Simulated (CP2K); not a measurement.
Sr:

```
Sr
1.0
     4.30253    0.00000    0.00000
     2.15127    3.72610    0.00000
     2.15127    1.24203    3.51300
Sr
1
Direct
  0.00000 0.00000 0.00000
```

Base run:

```yaml
Program: CP2K 2026.2
Functional: LDA
Potentials_or_basis: POTENTIAL_UZH Sr GTH-PBE-q10; TZVP-MOLOPT-PBE-GTH basis
Density_cutoff: 12245 eV
k_mesh: 8 × 8 × 8
Occupations: fermi-dirac, width 0.05 eV
Spin: no spin polarisation
```

Its results: band gap on the k mesh none (metal or under the smearing width); pressure -1.5 GPa.

The run is repeated on the same cell with these changes: functional from LDA to TPSS. What comes out?

Band gap on the k mesh none (metal or under the smearing width); pressure -0.3 GPa.

Caveats: the potentials were made for another functional, which shifts forces and pressure; the basis of atomic orbitals isn't converged, which shifts pressures, moduli and gaps.
